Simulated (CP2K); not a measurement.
Runs of CP2K 2026.2 on La. Symmetry: Im-3m, No. 229, cubic system. The conventional cell has a = 4.248 Å, b = 4.248 Å, c = 4.248 Å, α = 90.00°, β = 90.00°, γ = 90.00°. La (site symmetry m-3m) is surrounded by 8 La at 3.68 Å. This isn't the form of La at room conditions, which is double hcp.

```tsv
task	level	points a segment of the path (NPOINTS)	bands added on the path	gap on the mesh (eV)	pressure (GPa)
single point	WC	-	-	none	(a)
single point	AM05	-	-	none	-1.2
single point	RPBE	-	-	none	1.5
band structure	LDA	10	6	none	(b)
single point	PBE	-	-	none	0.3
band structure	PBEsol	10	6	none	-1.7
band structure	M06-L	10	6	none	2.1
```

Alike in all rows: potentials or basis GTH_POTENTIALS La GTH-PBE-q11; TZVP-MOLOPT-SR-GTH basis; no spin polarisation; cell as given; k mesh 9 × 9 × 9; smearing fermi-dirac 0.05 eV.

Q: Fill in the values left out.

A: (a) -1.6; (b) -2.9.

Caveats: the basis of atomic orbitals isn't converged, which shifts pressures, moduli and gaps; the potentials were made for another functional, which shifts forces and pressure (some runs); spin-orbit coupling is left out, which moves the levels of the heavy elements (some runs).

A k mesh can miss the band edges, and the runs leave out spin-orbit coupling on La.

A gap of «none» marks a metal or a gap under the smearing width.
